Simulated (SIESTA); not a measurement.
# BAs under changes of volume

One of the cells (13.626 Å³/atom); the others are scaled copies at fixed shape and fractional positions:

```
As B
1.0
     0.00000    2.38850    2.38850
     2.38850    0.00000    2.38850
     2.38850    2.38850    0.00000
As B
1 1
Direct
  0.75000 0.75000 0.75000
  0.00000 0.00000 0.00000
```

```yaml
Program: SIESTA 5.4.2
Functional: LDA
Potentials_or_basis: PseudoDojo 0.4 standard (LDA files)
Basis: DZP (energy shift 0.003 Ry; two zetas on semicore shells)
Grid_cutoff: 500 Ry
Energy_shift: 0.003 Ry
k_mesh: 10 × 10 × 10
Occupations: fermi-dirac, width 0.05 eV
Spin: no spin polarisation
```

```tsv
volume (Å³/atom)	energy over the lowest point (meV/atom)	pressure (GPa)	gap on the mesh (eV)
12.809	?	?	?
13.081	4.06	3.9	1.26
13.354	0.00	0.9	1.27
13.626	0.80	-1.8	1.28
13.899	5.96	-4.2	1.30
14.171	15.02	-6.4	1.31
14.444	27.74	-8.5	1.32
```

What does the run at 12.809 Å³/atom give?

Energy over the lowest point 13.54 meV/atom; pressure 7.3 GPa; gap on the mesh 1.24 eV.

Worked out: A Birch-Murnaghan fit of order 3 (a polynomial in V^(-2/3)) to the other rows has its minimum at 13.44 Å³/atom with B0 = V·E''(V) = 135 GPa and B' = 3.9. It gives 13.41 meV/atom at 12.809 Å³/atom, against the run's 13.54, and -dE/dV = 7.2 GPa, against 7.3. A straight line through the other rows of the gap, of slope 0.634 eV per unit of ln V, extrapolates to 1.24 eV, against the run's 1.24.

Energies are extrapolated to zero smearing.

Caveats: the basis of atomic orbitals isn't converged, which shifts pressures, moduli and gaps.

A mesh can miss the band edges. Spin-orbit coupling on As is left out.
